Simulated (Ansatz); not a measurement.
```
Na F
1.0
     0.00000    2.23346    2.23346
     2.23346    0.00000    2.23346
     2.23346    2.23346    0.00000
Na F
1 1
Cartesian
  0.0000 0.0000 0.0000
  2.2335 2.2335 2.2335
```

RPA correlation and exact exchange on PBE orbitals, hard PAW set made for 700 eV (Ansatz); 4×4×4 mesh, wave cutoff 700 eV, correlation extrapolated to infinite response cutoff from cutoffs up to 280 eV, 16 electrons, all correlated, 153 empty bands, long-wavelength term: optical limit. The band count ends below the top response cutoff.

The cell is then scaled evenly to 1.128 times this volume.

Energy change of the cell: PBE -0.094 eV (mean pressure +5.3 GPa); the Hartree-Fock expression on these orbitals -0.040 eV (mean pressure +2.3 GPa).

What change follows for RPA correlation and the RPA total?

RPA correlation: +0.004 eV (mean pressure -0.2 GPa). The RPA total: -0.036 eV (mean pressure +2.0 GPa).

This ran on a trial build of the method. The cell is a model at fixed atoms and needn't be the relaxed known crystal. The correlation step scatters with the plane-wave count, here by about 0.01 eV. The mesh is coarse, so these steps aren't converged.
